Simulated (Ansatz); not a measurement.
# Cu2O: the cost of one run

Method: DFT, PBE, plane-wave PAW, default files, scalar-relativistic, in Ansatz 0.2.0.

**1. The starting structure**

The structure is cubic, space group Pn-3m (No. 224). The conventional cell has a = 4.269 Å, b = 4.269 Å, c = 4.269 Å, α = 90.00°, β = 90.00°, γ = 90.00°. Cu (site symmetry -3m) has 2 O at 1.85 Å as nearest neighbours. O (site symmetry -43m) is surrounded by 4 Cu at 1.85 Å.

As a file:

```xyz
6
Lattice="4.2685 0.0000 0.0000 0.0000 4.2685 0.0000 0.0000 0.0000 4.2685" Properties=species:S:1:pos:R:3 pbc="T T T"
Cu    1.0671    1.0671    1.0671
Cu    1.0671    3.2014    3.2014
Cu    3.2014    3.2014    1.0671
Cu    3.2014    1.0671    3.2014
O     0.0000    0.0000    0.0000
O     2.1343    2.1343    2.1343
```

The earlier run gave: gap on the mesh 0.52 eV, largest force 0.000 eV/Å, pressure 2.5 GPa.

The printed gradients, by site:

```tsv
site	atoms	first shell	V_zz (10²¹ V/m²)	η	C_Q (MHz)
Cu	1, 2, 3, 4	2 O at 1.85 Å, angle 180°	-5.19	0.00	27.6 (⁶³Cu)
O	5, 6	4 Cu at 1.85 Å	0.00	–	0 (¹⁷O)
```

C_Q = eQV_zz/h, which is 24.18 MHz for Q = 1 b and V_zz = 10²¹ V/m²; η = (V_xx − V_yy)/V_zz. Quadrupole moments are those of Pyykkö's year-2017 table.

**2. Z stretched by -2 %, ions relaxed**

The input, input.yaml:

```yaml
crystal:
  lattice:
    - [4.2685, 0.0, 0.0]
    - [0.0, 4.2685, 0.0]
    - [0.0, 0.0, 4.18313]
  atoms:
    - { symbol: Cu, position: [0.25, 0.25, 0.25] }
    - { symbol: Cu, position: [0.25, 0.75, 0.75] }
    - { symbol: Cu, position: [0.75, 0.75, 0.25] }
    - { symbol: Cu, position: [0.75, 0.25, 0.75] }
    - { symbol: O, position: [0.0, 0.0, 0.0] }
    - { symbol: O, position: [0.5, 0.5, 0.5] }
kpoints:
  mp_grid: { grid: [7, 7, 7] }
scf:
  occupations: { method: fermi_dirac, width: 0.02 }
hamiltonian:
  xc: pbe
  pseudopotentials: { kind: paw }
output:
  forces: true
  stress: true
  populations: true
  efg:
    quadrupole_moments_barn: { Cu: -0.22, O: -0.02558 }
    contact_densities: true
  write_density: true
  write_potential: true
  elf: true
  volumetric_format: npy
relax:
  f_tol: 0.02
  max_steps: 60
```

The run is started by

```bash
ansatz run input.yaml --threads 1 --pin off --max-ram 3072MiB --backend cpu --events-out ev --progress --plain --runs-dir out
```

**Question.** How long does this run take on 1 thread of Intel Xeon 6975P-C (Granite Rapids), shared host, and how much memory does it need?

About 8.9 s, with a peak of 0.49 GiB.
